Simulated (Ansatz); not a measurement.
# simple cubic against fcc along group 4

Computed with DFT, PBEsol, plane waves (420 eV) with PAW, scalar-relativistic (Ansatz 0.2.0). (PAW data from PBE, frozen cores regenerated.)

Each structure is relaxed within its symmetry, in the lowest magnetic state of the tried starts. Differences under about 8 meV lie within the error of the k-point mesh.

| element | E(simple cubic) − E(fcc) (meV/atom) | V(simple cubic) (Å³/atom) | V(fcc) (Å³/atom) | state of simple cubic | state of fcc |
| --- | --- | --- | --- | --- | --- |
| Ti | 787 | 17.57 | 16.71 | spin not included | spin not included |
| Zr | 844 | 23.50 | 22.24 | spin not included | spin not included |
| Hf | ? | ? | ? | ? | ? |

(1) Fill in the row of Hf.

## Answers

(1) E(simple cubic) − E(fcc) (meV/atom): 1017; V(simple cubic) (Å³/atom): 23.53; V(fcc) (Å³/atom): 21.58; state of simple cubic: spin not included; state of fcc: spin not included.
